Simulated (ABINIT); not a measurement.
Runs of ABINIT 10.8.3 (patched build) on Bi. The structure is cubic, space group Im-3m (No. 229). The conventional cell has a = 3.963 Å, b = 3.963 Å, c = 3.963 Å, α = 90.00°, β = 90.00°, γ = 90.00°. Around Bi (site symmetry m-3m) lie 8 Bi at 3.43 Å. This isn't the form of Bi at room conditions, which is rhombohedral.

```tsv
task	level	potentials or basis	cell	k mesh	cutoff (eV)	most SCF steps	thinning of the exchange mesh (fockdownsampling)	mesh quality	gap on the mesh (eV)	pressure (GPa)	V0 of scaled cells (Å³/atom)	B0 (GPa)
single point	PBEsol	PseudoDojo NC SR PBEsol v0.4.1 standard	as given	9 × 9 × 9	898	-	-	not flagged	none	-1.9	-	-
single point	PBEsol	PseudoDojo NC SR PBEsol v0.4.1 standard	cell strained at random at fixed volume	9 × 9 × 9	898	-	-	not flagged	none	-1.9	-	-
equation of state	PBEsol	PseudoDojo NC SR PBEsol v0.4.1 standard	as given	9 × 9 × 9	898	-	-	not flagged	-	-	30.08	61
equation of state	HSE06	SPMS NC PBE v1.0	as given	6 × 6 × 6	490	60	2 × 2 × 2	coarse	-	-	29.91	(a)
```

Alike in all rows: no spin polarisation; smearing fermi-dirac 0.05 eV.

Fill in the values left out.

(a) 64.

Caveats: some runs use coarse meshes; spin-orbit coupling is left out, which moves the levels of the heavy elements; pressures at fixed basis lie under the slope of the energies (some runs); exact exchange is summed on a coarse mesh, which widens gaps by tenths of an eV (some runs); Libxc's HSE differs a little from that of other programs (some runs); the potentials were made for another functional, which shifts forces and pressure (some runs).

A k mesh can miss the band edges, and the runs leave out spin-orbit coupling on Bi.

A gap of «none» marks a metal or a gap under the smearing width.
